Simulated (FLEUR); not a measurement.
# ZrC (Fm-3m) in FLEUR: a series of runs

One crystal, ZrC, is run at these levels: PBEsol; tasks: single point.

All numbers are computed with FLEUR MaX-R8.1 (later development tree); they aren't measurements. Logs are shortened: lines on timing, memory, paths and dates and some standing lists are left out, and cuts for length are marked.

## (1) The structure

It takes space group Fm-3m (No. 225, cubic). Conventional cell: a = 4.730 Å, b = 4.730 Å, c = 4.730 Å, α = 90.00°, β = 90.00°, γ = 90.00°. Around Zr (site symmetry m-3m) lie 6 C at 2.37 Å. C (site symmetry m-3m) is surrounded by 6 Zr at 2.37 Å.

## (2) Single point, PBEsol

inp.xml

```xml
<?xml version="1.0" encoding="UTF-8" standalone="no"?>
<fleurInput fleurInputVersion="0.39">
   <comment>
      ZrC                                                                                                 
   </comment>
   <calculationSetup>
      <cutoffs Kmax="4.56" Gmax="14.1" GmaxXC="14.1" numbands="0"/>
      <scfLoop itmax="60" minDistance="0.00001" maxIterBroyd="15" imix="Anderson" alpha="0.05" precondParam="0.0" spinf="2.0" sdNocoIR="T"/>
      <coreElectrons ctail="T" frcor="F" kcrel="0" coretail_lmax="0"/>
      <xcFunctional name="PBEs" relativisticCorrections="F"/>
      <magnetism jspins="1"/>
      <soc l_soc="F" theta="0.0" phi="0.0" spav="F"/>
      <expertModes spex="0" secvar="F"/>
      <geometryOptimization l_f="T" forcealpha="1.0" forcemix="BFGS" epsdisp="0.0005" epsforce="0.0002"/>
      <ldaU l_linMix="F" mixParam="0.05" spinf="1.0"/>
   </calculationSetup>
   <cell>
      <bzIntegration valenceElectrons="16.0" mode="hist" fermiSmearingEnergy="0.00183747">
         <kPointListSelection listName="default-1"/>
         <!-- k-points included here -->
         <xi:include xmlns:xi="http://www.w3.org/2001/XInclude" href="kpts.xml"> </xi:include>
      </bzIntegration>
      <!-- symmetry operations included here -->
      <xi:include xmlns:xi="http://www.w3.org/2001/XInclude" href="sym.xml"> </xi:include>
      <bulkLattice scale="1.0">
         <bravaisMatrix>
            <row-1>    0.0000000000000000     4.4692022846790005     4.4692022846790005</row-1>
            <row-2>    4.4692022846790005     0.0000000000000000     4.4692022846790005</row-2>
            <row-3>    4.4692022846790005     4.4692022846790005     0.0000000000000000</row-3>
         </bravaisMatrix>
      </bulkLattice>
   </cell>
   <atomSpecies>
      <species name="Zirconium (Zr)" element="Zr" atomicNumber="40">
         <mtSphere radius="2.43" gridPoints="829" logIncrement="0.015"/>
         <atomicCutoffs lmax="10" lnonsphr="10"/>
         <electronConfig flipSpins="F">
            <coreConfig>(1s1/2) (2s1/2) (2p1/2) (2p3/2) (3s1/2) (3p1/2) (3p3/2) (3d3/2) (3d5/2)</coreConfig>
            <valenceConfig>(4s1/2) (4p1/2) (4p3/2) (5s1/2) (4d3/2) (4d5/2)</valenceConfig>
            <stateOccupation state="(4d3/2)" spinUp="0.400000" spinDown="0.400000"/>
            <stateOccupation state="(4d5/2)" spinUp="0.600000" spinDown="0.600000"/>
         </electronConfig>
         <energyParameters s="5" p="5" d="4" f="4"/>
         <lo type="SCLO" l="0" n="4" eDeriv="0"/>
         <lo type="SCLO" l="1" n="4" eDeriv="0"/>
         <lo type="SCLO" l="1" n="4" eDeriv="1"/>
         <lo type="SCLO" l="2" n="4" eDeriv="2"/>
         <lo type="SCLO" l="3" n="4" eDeriv="2"/>
      </species>
      <species name="Carbon (C)" element="C" atomicNumber="6">
         <mtSphere radius="1.58" gridPoints="539" logIncrement="0.019"/>
         <atomicCutoffs lmax="8" lnonsphr="8"/>
         <electronConfig flipSpins="F">
            <coreConfig>(1s1/2)</coreConfig>
            <valenceConfig>(2s1/2) (2p1/2) (2p3/2)</valenceConfig>
            <stateOccupation state="(2p1/2)" spinUp="0.333333" spinDown="0.333333"/>
            <stateOccupation state="(2p3/2)" spinUp="0.666667" spinDown="0.666667"/>
         </electronConfig>
         <energyParameters s="2" p="2" d="3" f="4"/>
         <lo type="SCLO" l="0" n="2" eDeriv="2"/>
         <lo type="SCLO" l="1" n="2" eDeriv="2"/>
         <lo type="SCLO" l="2" n="3" eDeriv="2"/>
      </species>
   </atomSpecies>
   <atomGroups>
      <atomGroup species="Zirconium (Zr)">
         <relPos label="                   1">1.000/2.000 1.000/2.000 1.000/2.000</relPos>
         <force calculate="T" relaxXYZ="TTT"/>
      </atomGroup>
      <atomGroup species="Carbon (C)">
         <relPos label="                   2">.0000000000 .0000000000 .0000000000</relPos>
         <force calculate="T" relaxXYZ="TTT"/>
      </atomGroup>
   </atomGroups>
   <output dos="F" band="F" slice="F">
      <checks vchk="F" cdinf="F"/>
      <bandDOS minEnergy="-.5*Htr" maxEnergy="0.5*Htr" sigma="0.015" storeEVData="T"/>
      <vacuumDOS vacdos="F" integ="F" star="F" nstars="0" locx1="0.0" locy1="0.0" locx2="0.0" locy2="0.0" nstm="0" tworkf="0.0"/>
      <unfoldingBand unfoldBand="F" supercellX="1" supercellY="1" supercellZ="1"/>
      <plotting iplot="0" polar="F">
         <plot TwoD="T" vec1="  1.0  0.0  0.0" vec2="  0.0  1.0  0.0" vec3="  0.0  0.0  1.0" zero="  0.0  0.0  0.0" file="plot"/>
      </plotting>
      <chargeDensitySlicing numkpt="0" minEigenval="0.0" maxEigenval="0.0" nnne="0" pallst="F"/>
      <specialOutput eonly="F"/>
      <moessbauerParams electricFieldGradient="T" isomerShift="T" coreHyperfine="T" valenceHyperfine="T"/>
      <magneticCircularDichroism mcd="F" energyLo="-10.0" energyUp="0.0"/>
   </output>
  <!-- We include the file relax.xml here to enable relaxations (see documentation) -->
  <xi:include xmlns:xi="http://www.w3.org/2001/XInclude" href="relax.xml"> <xi:fallback/> </xi:include>
</fleurInput>
```

crystal.txt

```
ZrC
&input cartesian=F /
0.0000000000  2.3650000000  2.3650000000
2.3650000000  0.0000000000  2.3650000000
2.3650000000  2.3650000000  0.0000000000
1.8897261246
1.0 1.0 1.0

2
40 0.5000000000  0.5000000000  0.5000000000
6 0.0000000000  0.0000000000  0.0000000000

&kpt div1=10 div2=10 div3=10 gamma=T /
```

Potentials or basis: all-electron, FLAPW.

Started as:

```bash
> inpgen -f crystal.txt -profile fastHighL
> # inp.xml edited to the form shown
> fleur_MPI
```

Standard output:

```text
Welcome to FLEUR        (www.flapw.de)
      MaX-Release 8.1          (www.max-centre.eu)

 ========== k-point set info ==========
 Selected k-point list: default-1
 k-point list type: mesh
 10 x 10 x 10
 Number of k points: 47

 ------------Calculation Setup---------------------------
 Number of MPI-tasks      :            1
 Number of PE/node        :            1
 Number of OMP-threads    :            1
 Most efficient MPI parallelization for:
           1          47
 Additional eigenvalue parallelization possible
 Number of basis functions:          372
 Approximate size of matrices (H+S) per k-point:         0.002 GB
 --------------------------------------------------------
Nuclear radius smaller than smallest radial mesh point for atom type 2 -- skipping its core isomer shift
Nuclear radius smaller than smallest radial mesh point for atom type 2 -- skipping its isomer shift
 Iteration:     1   Distance:      20.73084030 me/bohr^3
Nuclear radius smaller than smallest radial mesh point for atom type 2 -- skipping its core isomer shift
Nuclear radius smaller than smallest radial mesh point for atom type 2 -- skipping its isomer shift
 Iteration:     2   Distance:      17.13773906 me/bohr^3
Nuclear radius smaller than smallest radial mesh point for atom type 2 -- skipping its core isomer shift
Nuclear radius smaller than smallest radial mesh point for atom type 2 -- skipping its isomer shift
 Iteration:     3   Distance:       5.61086048 me/bohr^3
Nuclear radius smaller than smallest radial mesh point for atom type 2 -- skipping its core isomer shift
Nuclear radius smaller than smallest radial mesh point for atom type 2 -- skipping its isomer shift
 Iteration:     4   Distance:       4.51623547 me/bohr^3
Nuclear radius smaller than smallest radial mesh point for atom type 2 -- skipping its core isomer shift
Nuclear radius smaller than smallest radial mesh point for atom type 2 -- skipping its isomer shift
 Iteration:     5   Distance:       0.72455192 me/bohr^3
Nuclear radius smaller than smallest radial mesh point for atom type 2 -- skipping its core isomer shift
Nuclear radius smaller than smallest radial mesh point for atom type 2 -- skipping its isomer shift
 Iteration:     6   Distance:       0.94012936 me/bohr^3
Nuclear radius smaller than smallest radial mesh point for atom type 2 -- skipping its core isomer shift
Nuclear radius smaller than smallest radial mesh point for atom type 2 -- skipping its isomer shift
 Iteration:     7   Distance:       0.13538677 me/bohr^3
Nuclear radius smaller than smallest radial mesh point for atom type 2 -- skipping its core isomer shift
Nuclear radius smaller than smallest radial mesh point for atom type 2 -- skipping its isomer shift
 Iteration:     8   Distance:       0.06074935 me/bohr^3
Nuclear radius smaller than smallest radial mesh point for atom type 2 -- skipping its core isomer shift
Nuclear radius smaller than smallest radial mesh point for atom type 2 -- skipping its isomer shift
 Iteration:     9   Distance:       0.03193621 me/bohr^3
Nuclear radius smaller than smallest radial mesh point for atom type 2 -- skipping its core isomer shift
Nuclear radius smaller than smallest radial mesh point for atom type 2 -- skipping its isomer shift
 Iteration:    10   Distance:       0.00209505 me/bohr^3
Nuclear radius smaller than smallest radial mesh point for atom type 2 -- skipping its core isomer shift
Nuclear radius smaller than smallest radial mesh point for atom type 2 -- skipping its isomer shift
 Iteration:    11   Distance:       0.00221589 me/bohr^3
Nuclear radius smaller than smallest radial mesh point for atom type 2 -- skipping its core isomer shift
Nuclear radius smaller than smallest radial mesh point for atom type 2 -- skipping its isomer shift
 Iteration:    12   Distance:       0.00011213 me/bohr^3
Nuclear radius smaller than smallest radial mesh point for atom type 2 -- skipping its core isomer shift
Nuclear radius smaller than smallest radial mesh point for atom type 2 -- skipping its isomer shift
 Iteration:    13   Distance:       0.00006863 me/bohr^3
Nuclear radius smaller than smallest radial mesh point for atom type 2 -- skipping its core isomer shift
Nuclear radius smaller than smallest radial mesh point for atom type 2 -- skipping its isomer shift
 Iteration:    14   Distance:       0.00001063 me/bohr^3
Nuclear radius smaller than smallest radial mesh point for atom type 2 -- skipping its core isomer shift
Nuclear radius smaller than smallest radial mesh point for atom type 2 -- skipping its isomer shift
 Iteration:    15   Distance:       0.00000038 me/bohr^3
Nuclear radius smaller than smallest radial mesh point for atom type 2 -- skipping its core isomer shift
Nuclear radius smaller than smallest radial mesh point for atom type 2 -- skipping its isomer shift

 ********************************************************************
 Run finished successfully
 Stop message:
   Structural relaxation: Done
 ********************************************************************
```

It took 48 s on 1 thread of Arm Neoverse V2, shared host; peak memory 0.07 GiB.

Results:

| Property | Result |
| --- | --- |
| Free energy | -98918.8956 eV |
| Band gap on the k mesh | none (metal or under the smearing width) |
| Valence electrons inside the program's atomic spheres | Zr 9.61; C 2.56 (radii Zr 2.43, C 1.58 bohr) |

Core levels (eV from the Fermi level):
```tsv
atom	levels
1 Zr	1s1/2 -17798.9, 2s1/2 -2460.3, 2p1/2 -2252.0, 2p3/2 -2166.2, 3s1/2 -397.5, 3p1/2 -319.9, 3p3/2 -306.3, 3d3/2 -169.5, 3d5/2 -167.0
2 C	1s1/2 -263.4
```

## (3) Single point, PBEsol (atoms moved at random, drawn with an rms of 0.05 Å)

inp.xml: that of step 2 with these lines changed.

```diff
@@ -34,3 +34,3 @@
       <species name="Zirconium (Zr)" element="Zr" atomicNumber="40">
-         <mtSphere radius="2.43" gridPoints="829" logIncrement="0.015"/>
+         <mtSphere radius="2.43" gridPoints="817" logIncrement="0.016"/>
          <atomicCutoffs lmax="10" lnonsphr="10"/>
@@ -50,3 +50,3 @@
       <species name="Carbon (C)" element="C" atomicNumber="6">
-         <mtSphere radius="1.58" gridPoints="539" logIncrement="0.019"/>
+         <mtSphere radius="1.58" gridPoints="533" logIncrement="0.019"/>
          <atomicCutoffs lmax="8" lnonsphr="8"/>
@@ -66,3 +66,3 @@
       <atomGroup species="Zirconium (Zr)">
-         <relPos label="                   1">1.000/2.000 1.000/2.000 1.000/2.000</relPos>
+         <relPos label="                   1">.4901410000 .4959120000 -.4935840000</relPos>
          <force calculate="T" relaxXYZ="TTT"/>
@@ -70,3 +70,3 @@
       <atomGroup species="Carbon (C)">
-         <relPos label="                   2">.0000000000 .0000000000 .0000000000</relPos>
+         <relPos label="                   2">-.0109390000 -.0047220000 .0215780000</relPos>
          <force calculate="T" relaxXYZ="TTT"/>
```

crystal.txt: that of step 2 with these lines changed.

```diff
@@ -9,4 +9,4 @@
 2
-40 0.5000000000  0.5000000000  0.5000000000
-6 0.0000000000  0.0000000000  0.0000000000
+40 0.4901410000  0.4959120000  0.5064160000
+6 -0.0109390000  -0.0047220000  0.0215780000
```

Potentials or basis: all-electron, FLAPW.

Started as:

```bash
> inpgen -f crystal.txt -profile fastHighL
> # inp.xml edited to the form shown
> fleur_MPI
```

Standard output:

```text
Welcome to FLEUR        (www.flapw.de)
      MaX-Release 8.1          (www.max-centre.eu)

 ========== k-point set info ==========
 Selected k-point list: default-1
 k-point list type: mesh
 10 x 10 x 10
 Number of k points: 504

 ------------Calculation Setup---------------------------
 Number of MPI-tasks      :            1
 Number of PE/node        :            1
 Number of OMP-threads    :            1
 Most efficient MPI parallelization for:
           1           2           3           4           6           7           8           9          12          14          18          21          24          28          36          42          56          63          72          84         126         168         252         504
 Additional eigenvalue parallelization possible
[... 15 lines left out ...]
Nuclear radius smaller than smallest radial mesh point for atom type 2 -- skipping its core isomer shift
Nuclear radius smaller than smallest radial mesh point for atom type 2 -- skipping its isomer shift
 Iteration:     5   Distance:       0.72335489 me/bohr^3
Nuclear radius smaller than smallest radial mesh point for atom type 2 -- skipping its core isomer shift
Nuclear radius smaller than smallest radial mesh point for atom type 2 -- skipping its isomer shift
[... 18 lines left out ...]
 Iteration:    12   Distance:       0.00033635 me/bohr^3
Nuclear radius smaller than smallest radial mesh point for atom type 2 -- skipping its core isomer shift
Nuclear radius smaller than smallest radial mesh point for atom type 2 -- skipping its isomer shift
 Iteration:    13   Distance:       0.00005540 me/bohr^3
Nuclear radius smaller than smallest radial mesh point for atom type 2 -- skipping its core isomer shift
Nuclear radius smaller than smallest radial mesh point for atom type 2 -- skipping its isomer shift
 Iteration:    14   Distance:       0.00009712 me/bohr^3
Nuclear radius smaller than smallest radial mesh point for atom type 2 -- skipping its core isomer shift
Nuclear radius smaller than smallest radial mesh point for atom type 2 -- skipping its isomer shift
 Iteration:    15   Distance:       0.00001013 me/bohr^3
Nuclear radius smaller than smallest radial mesh point for atom type 2 -- skipping its core isomer shift
Nuclear radius smaller than smallest radial mesh point for atom type 2 -- skipping its isomer shift
 Iteration:    16   Distance:       0.00000941 me/bohr^3
Nuclear radius smaller than smallest radial mesh point for atom type 2 -- skipping its core isomer shift
Nuclear radius smaller than smallest radial mesh point for atom type 2 -- skipping its isomer shift
 Reset of history

 ********************************************************************
 Run finished successfully
 Stop message:
   Structural relaxation: new displacements generated
 ********************************************************************
```

Run time: 20 min. Hardware: 1 thread of Arm Neoverse V2, shared host; peak memory 0.2 GiB.

Results:

- Free energy: -98918.8880 eV
- Largest force: 0.310 eV/Å
- Band gap on the k mesh: none (metal or under the smearing width)
- Valence electrons inside the program's atomic spheres: Zr 9.61; C 2.56 (radii Zr 2.43, C 1.58 bohr)

Forces on the atoms (eV/Å):
```
Zr   0.222  0.215 -0.027
C   -0.222 -0.215  0.027
```

Core levels (eV from the Fermi level):
```csv
atom,levels
1 Zr,"1s1/2 -17798.9, 2s1/2 -2460.3, 2p1/2 -2252.0, 2p3/2 -2166.2, 3s1/2 -397.5, 3p1/2 -320.0, 3p3/2 -306.3, 3d3/2 -169.5, 3d5/2 -167.0"
2 C,1s1/2 -263.4
```
